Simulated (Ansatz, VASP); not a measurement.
**One calculation of Y, two programs**

File INCAR:

```
ALGO = Normal
EDIFF = 1E-7
ENCUT = 520
GGA = PE
ISIF = 2
ISMEAR = -1
LASPH = T
LCHARG = F
LREAL = F
LWAVE = F
NBANDS = 12
NELM = 100
PREC = Accurate
SIGMA = 0.08
```

File KPOINTS:

```
k-points
0
Gamma
  12 12 12
```

Contents of POSCAR:

```
Y
1.0
    2.7552714694      0.0000000000      0.0000000000
    0.0000000000      2.7552714694      0.0000000000
    0.0000000000      0.0000000000      2.7552714694
Y
1
Direct
    0.0000000000      0.0000000000      0.0000000000
```

Input for Ansatz:

```yaml
crystal:
  lattice:
    - [2.7552714694, 0.0, 0.0]
    - [0.0, 2.7552714694, 0.0]
    - [0.0, 0.0, 2.7552714694]
  atoms:
    - { symbol: "Y", position: [0.0, 0.0, 0.0] }
kpoints:
  mp_grid: { grid: [12, 12, 12] }
scf:
  occupations: { method: fermi_dirac, width: 0.08 }
hamiltonian:
  xc: pbe
  pseudopotentials: { kind: all_electron, lapw: { basis_error: 0.001 } }
output:
  forces: true
  stress: true
  eigenvalues: true
  populations: true
```

Change from the starting cell: volume scaled by 0.6, LAPW.

Alike in both runs: task single point; functional PBE; k mesh 12 × 12 × 12; occupations fermi-dirac, width 0.08 eV; no spin polarisation.

|  | VASP | Ansatz |
| --- | --- | --- |
| version | VASP 6.6.1 | Ansatz 0.2.0 |
| potentials or method | VASP PAW PBE potentials, release 64 (Y_sv) | all-electron LAPW, scalar-relativistic |
| plane-wave cutoff (eV) | 520 | see its input |

|  | VASP | Ansatz | Ansatz less VASP |
| --- | --- | --- | --- |
| pressure (GPa) | 32.1 | 32.2 | +0.01 |

Ansatz ran all-electron here, so the differences hold the error of VASP's frozen core and of both bases.

Caveats: so large a pressure means that the cell lies far from this level's equilibrium, or that cutoff or potentials fall short (VASP).
